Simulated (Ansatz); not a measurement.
# Phonon dispersion of Ti at 0.98 times its equilibrium volume

The calculation used Ansatz 0.2.0, DFT PBEsol, scalar-relativistic, plane waves, PAW. Settings: 420 eV plane-wave cutoff, Γ-centred 20×20×20 mesh, Fermi-Dirac smearing of 0.15 eV. No spin polarisation. Phonons by linear response, acoustic sum rule imposed.

The cell, relaxed in shape and atoms at 0.98 times its equilibrium volume:
```
Ti
1.0
     0.00000    2.01821    2.01821
     2.01821    0.00000    2.01821
     2.01821    2.01821    0.00000
Ti
1
Direct
  0.00000 0.00000 0.00000
```

In a metal, frequencies and elastic constants depend on the k mesh and the smearing, soft modes and shear constants most. The q mesh is coarse, so values between its points are rough.

Force constants from linear response on a 2×2×2 q mesh.

Question: Is the structure dynamically stable on this mesh?

Answer: Yes, on this mesh: no mode is imaginary.

Question: Give the frequencies (cm⁻¹; i marks imaginary ones) at the irreducible q points, in fractions of the reciprocal vectors.

Answer:
```
                  q star frequencies
  0.000 0.000 0.000     1        0 0 0
 0.000 0.000 -0.500     4    90 90 203
0.000 -0.500 -0.500     3  189 189 235
```

This fcc form isn't the element's structure at ambient conditions.

Cost: 1 run of about 1.6 core-minutes, on AMD EPYC 7R43 (Zen 3) (shared hosts).